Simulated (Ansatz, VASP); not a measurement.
## Two plane-wave programs on MgH2

File POSCAR:

```
MgH2
1.0
    4.7219359600      0.0000000000      0.0000000000
    0.0000000000      9.3057905200      0.0000000000
    0.0000000000      0.0000000000      4.8702861200
Mg H
8 16
Direct
    0.2748243700      0.1178063900      0.0286191600
    0.2251756300      0.8821936100      0.5286191600
    0.7251756300      0.6178063900      0.4713808400
    0.7748243700      0.1178063900      0.4713808400
    0.7748243700      0.3821936100      0.9713808400
    0.2748243700      0.3821936100      0.5286191600
    0.2251756300      0.6178063900      0.0286191600
    0.7251756300      0.8821936100      0.9713808400
    0.5114215700      0.4747625000      0.2422186000
    0.0114215700      0.4747625000      0.2577814000
    0.0114215700      0.0252375000      0.7577814000
    0.9885784300      0.5252375000      0.7422186000
    0.3362610700      0.7038387800      0.3776530300
    0.3362610700      0.7961612200      0.8776530300
    0.4885784300      0.9747625000      0.2577814000
    0.9885784300      0.9747625000      0.2422186000
    0.8362610700      0.7961612200      0.6223469700
    0.8362610700      0.7038387800      0.1223469700
    0.5114215700      0.0252375000      0.7422186000
    0.4885784300      0.5252375000      0.7577814000
    0.6637389300      0.2038387800      0.1223469700
    0.1637389300      0.2961612200      0.8776530300
    0.1637389300      0.2038387800      0.3776530300
    0.6637389300      0.2961612200      0.6223469700
```

The input INCAR.step1:

```
  ALGO = Normal
  EDIFF = 1E-4
  ENCUT = 520
  GGA = PE
  ISMEAR = -1
  LASPH = T
  LCHARG = F
  LREAL = Auto
  LWAVE = T
  NBANDS = 34
  NELM = 100
  PREC = Accurate
  SIGMA = 0.02
```

The input INCAR.step2:

```
  ALGO = Normal
  EDIFF = 1E-8
  ENCUT = 520
  ISIF = 2
  ISMEAR = -1
  ISTART = 1
  LASPH = T
  LCHARG = F
  LEFG = T
  LMIXTAU = T
  LREAL = Auto
  LWAVE = F
  METAGGA = R2SCAN
  NBANDS = 34
  NELM = 100
  PREC = Accurate
  SIGMA = 0.02
```

KPOINTS

```
k-points
0
Gamma
  6 3 6
```

Input for Ansatz:

```yaml
crystal:
  lattice:
    - [4.72193596, 0.0, 0.0]
    - [0.0, 9.30579052, 0.0]
    - [0.0, 0.0, 4.87028612]
  atoms:
    - { symbol: Mg, position: [0.27482437, 0.11780639, 0.02861916] }
    - { symbol: Mg, position: [0.22517563, 0.88219361, 0.52861916] }
    - { symbol: Mg, position: [0.72517563, 0.61780639, 0.47138084] }
    - { symbol: Mg, position: [0.77482437, 0.11780639, 0.47138084] }
    - { symbol: Mg, position: [0.77482437, 0.38219361, 0.97138084] }
    - { symbol: Mg, position: [0.27482437, 0.38219361, 0.52861916] }
    - { symbol: Mg, position: [0.22517563, 0.61780639, 0.02861916] }
    - { symbol: Mg, position: [0.72517563, 0.88219361, 0.97138084] }
    - { symbol: H, position: [0.51142157, 0.4747625, 0.2422186] }
    - { symbol: H, position: [0.01142157, 0.4747625, 0.2577814] }
    - { symbol: H, position: [0.01142157, 0.0252375, 0.7577814] }
    - { symbol: H, position: [0.98857843, 0.5252375, 0.7422186] }
    - { symbol: H, position: [0.33626107, 0.70383878, 0.37765303] }
    - { symbol: H, position: [0.33626107, 0.79616122, 0.87765303] }
    - { symbol: H, position: [0.48857843, 0.9747625, 0.2577814] }
    - { symbol: H, position: [0.98857843, 0.9747625, 0.2422186] }
    - { symbol: H, position: [0.83626107, 0.79616122, 0.62234697] }
    - { symbol: H, position: [0.83626107, 0.70383878, 0.12234697] }
    - { symbol: H, position: [0.51142157, 0.0252375, 0.7422186] }
    - { symbol: H, position: [0.48857843, 0.5252375, 0.7577814] }
    - { symbol: H, position: [0.66373893, 0.20383878, 0.12234697] }
    - { symbol: H, position: [0.16373893, 0.29616122, 0.87765303] }
    - { symbol: H, position: [0.16373893, 0.20383878, 0.37765303] }
    - { symbol: H, position: [0.66373893, 0.29616122, 0.62234697] }
kpoints:
  mp_grid: { grid: [6, 3, 6] }
scf:
  occupations: { method: fermi_dirac, width: 0.02 }
hamiltonian:
  xc: r2scan
  pseudopotentials: { kind: paw }
output:
  forces: true
  stress: true
  populations: true
  efg:
    quadrupole_moments_barn: { Mg: 0.1994, H: 0.00285783 }
    contact_densities: true
```

Alike in both runs: task electric field gradients; functional r2SCAN; k mesh 6 × 3 × 6; occupations fermi-dirac, width 0.02 eV; no spin polarisation.

```csv
,VASP,Ansatz
version,VASP 6.6.1,Ansatz 0.2.0
potentials or method,"VASP PAW PBE potentials, release 64 (Mg, H)","plane-wave PAW, scalar-relativistic"
plane-wave cutoff (eV),520,500
valence electrons in the cell,32,96
```

|  | VASP | Ansatz | Ansatz less VASP |
| --- | --- | --- | --- |
| gap on the k mesh at the Fermi level (eV) | 2.57 | 2.59 | +0.014 |
| pressure (GPa) | -0.4 | 0.2 | +0.53 |
| largest component of the traceless stress (GPa) | 0.32 | 0.31 | -0.012 |
| rms of the force components (eV/Å) | 0.029 | 0.028 | -0.0010 |
| Vzz of the field gradient on the site that differs most (V/Å²) | 8.3 | 9.2 | +0.82 |

Atom by atom the forces differ by 0.003 eV/Å (rms over components). With one functional, cell and mesh, what is left measures potentials, basis and numerics. The two sets of potentials don't hold the same shells in valence.

Caveats: the PAW data sets were made with another functional, which shifts forces and pressure a little (VASP); an odd mesh through Γ misses points on the zone boundary, where band edges often lie. r2SCAN opens gaps a little over a GGA but as a rule still falls short of measured ones.
